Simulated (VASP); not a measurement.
**Al: single point with RPBE**

Al:

```xyz
4
Lattice="2.8271 0.0000 0.0000 -1.4135 2.4483 0.0000 0.0000 0.0000 9.1860" Properties=species:S:1:pos:R:3 pbc="T T T"
Al    0.0000    0.0000    0.0000
Al    0.0000    1.6322    2.2965
Al    0.0000    0.0000    4.5930
Al    1.4135    0.8161    6.8895
```

This isn't the form of Al at room conditions, which is fcc.

```yaml
Program: VASP 6.6.1
Task: single point
Functional: RPBE
Potentials_or_basis: VASP PAW PBE potentials, release 64 (Al)
Cutoff: 520 eV
k_mesh: 5 × 5 × 2
Occupations: fermi-dirac, width 0.1 eV
Spin: no spin polarisation
Dipole_correction: no
Further_INCAR_settings: ALGO = Normal; EDIFF = 1e-06; NBANDS = 14
```

The pressure is 5.1 GPa and the band gap on the k mesh is none (metal or under the smearing width).

Stress tensor (GPa, compression positive):
```
-1.23  0.00  0.00
 0.00 -1.23  0.00
 0.00  0.00 17.72
```

Levels at points of the mesh, in eV from the Fermi level:
| k point | band 3 | band 4 | band 5 | band 6 | band 7 | band 8 | band 9 | band 10 |
| --- | --- | --- | --- | --- | --- | --- | --- | --- |
| (0.00, 0.00, 0.00) | -9.77 | -4.86 | -4.45 | 3.50 | 3.51 | 10.80 | 10.80 | 10.94 |
| (0.00, 0.00, 0.50) | -7.62 | -7.62 | -0.92 | -0.92 | 8.49 | 8.49 | 11.13 | 11.13 |

Run time: 8.3 s on 1 thread of Intel(R) Xeon(R) Platinum 8559C (Emerald Rapids), with other jobs on the host, peak memory 0.17 GiB.

Caveat: the k mesh is coarse (spacing up to 0.51 Å⁻¹), so the values aren't converged; the PAW data sets were made with another functional, which shifts forces and pressure a little.
